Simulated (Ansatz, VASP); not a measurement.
## One calculation of Na, two programs

File INCAR:

```
SYSTEM = Na
ALGO     = Normal         ! electronic algorithm
EDIFF    = 1E-7           ! SCF threshold, eV
ENCUT    = 520            ! plane-wave cutoff, eV
GGA      = CA             ! functional
ISIF     = 2              ! what is computed and relaxed
ISMEAR   = 0              ! smearing method
LASPH    = .True.         ! aspherical terms in the spheres
LCHARG   = .True.         ! write CHGCAR
LELF     = .True.         ! ELF
LREAL    = .False.        ! projectors in reciprocal space
LVHAR    = .True.       
LWAVE    = .False.        ! write WAVECAR
NBANDS   = 10             ! bands
NELM     = 60             ! most SCF steps
PREC     = Accurate       ! precision mode
SIGMA    = 1.0            ! smearing width, eV
```

KPOINTS

```
k-points
0
Gamma
  11 11 11
  0 0 0
```

File POSCAR:

```
Na
1.0
   -2.0287155323      2.0287155323      2.0287155323
    2.0287155323     -2.0287155323      2.0287155323
    2.0287155323      2.0287155323     -2.0287155323
Na
1
Direct
    0.0000000000      0.0000000000      0.0000000000
```

Input for Ansatz:

```yaml
crystal:
  lattice:
    - [-2.0287155323, 2.0287155323, 2.0287155323]
    - [2.0287155323, -2.0287155323, 2.0287155323]
    - [2.0287155323, 2.0287155323, -2.0287155323]
  atoms:
    - { symbol: Na, position: [0.0, 0.0, 0.0] }
hamiltonian:
  xc: lda
  pseudopotentials:
    kind: paw
    azcp:
      Na: "pseudopotentials/Na.paw.azcp"
basis:
  ecutwfc: 420
  fft_grid_basis: typed
kpoints:
  mp_grid: { grid: [11, 11, 11], shift: [0, 0, 0] }
magnetization:
  spin_polarized: false
scf:
  occupations: { method: gaussian, width: 1.0 }
  lower_state_search: "off"
output:
  stress: true
  write_density: true
  write_potential: true
  elf: true
  volumetric_format: npy
```

Alike in both runs: task single point; functional LDA; k mesh 11 × 11 × 11; occupations gaussian, width 1 eV; no spin polarisation.

|  | VASP | Ansatz |
| --- | --- | --- |
| version | VASP 6.6.1 | Ansatz 0.2.0 |
| potentials or method | VASP PAW LDA potentials, release 64 (Na_pv) | plane waves (420 eV) with PAW, scalar-relativistic |
| plane-wave cutoff (eV) | 520 | 420 |
| valence electrons in the cell | 7 | 9 |

|  | VASP | Ansatz | Ansatz less VASP |
| --- | --- | --- | --- |
| pressure (GPa) | 0.2 | 0.3 | +0.01 |

The two sets of potentials don't hold the same shells in valence. Ansatz warned: «pseudo_functional_mismatch».
